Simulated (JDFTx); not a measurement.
**Ca: equation of state with r2SCAN**

Crystal: Ca.

```xyz
1
Lattice="0.0000 2.7942 2.7942 2.7942 0.0000 2.7942 2.7942 2.7942 0.0000" Properties=species:S:1:pos:R:3 pbc="T T T"
Ca    0.0000    0.0000    0.0000
```

```json
{"Program": "JDFTx 1.7.0 (patched build)", "Task": "equation of state", "Functional": "r2SCAN", "Potentials or basis": "SG15-PBE-1.2 with smoothed tails", "Cutoff": "1088 eV", "Density cutoff": "4354 eV", "k mesh": "8 × 8 × 8", "Occupations": "fermi-dirac, width 0.05 eV", "Spin": "no spin polarisation", "Local potential set to -Z/r beyond": "6 bohr", "Bands": "10", "Density cutoff over wavefunction cutoff": "4", "Max SCF steps": "100", "SCF threshold on the energy": "1e-09 Ha", "Solver of the electrons": "scf"}
```

The equilibrium volume is 43.31 Å³/atom and the bulk modulus is 17.6 GPa. The pressure derivative of the bulk modulus is 3.3.

Energy against volume, from the lowest point:
```tsv
volume (Å³/atom)	energy (meV/atom)
41.014	7.08
41.886	2.55
42.759	0.26
43.632	0.00
44.504	1.61
45.377	4.94
46.250	9.86
```

Caveat: the potentials were made for another functional, which shifts forces and pressure.
